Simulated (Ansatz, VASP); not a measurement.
## C in VASP and in Ansatz

```
C
1.0
     2.59964    0.00000    0.00000
    -1.29982    2.25136    0.00000
     0.00000    0.00000    4.32921
C
4
Direct
  0.33333 0.66667 0.06273
  0.66667 0.33333 0.56273
  0.33333 0.66667 0.43727
  0.66667 0.33333 0.93727
```

Alike in both runs: task single point; functional r2SCAN; k mesh 12 × 12 × 7; occupations fermi-dirac, width 0.05 eV; no spin polarisation.

|  | VASP | Ansatz |
| --- | --- | --- |
| version | VASP 6.6.1 | Ansatz 0.2.0 |
| potentials or method | VASP PAW PBE potentials, release 64 (C) | plane waves (500 eV) with PAW, scalar-relativistic |
| plane-wave cutoff (eV) | 520 | 500 |
| valence electrons in the cell | 16 | 16 |

VASP gave:

```
gap on the k mesh at the Fermi level (eV) : 3.89
```

Question: Estimate Ansatz's values.

Answer: gap on the k mesh at the Fermi level (eV): 3.92.

Caveats: an odd mesh through Γ misses points on the zone boundary, where band edges often lie.
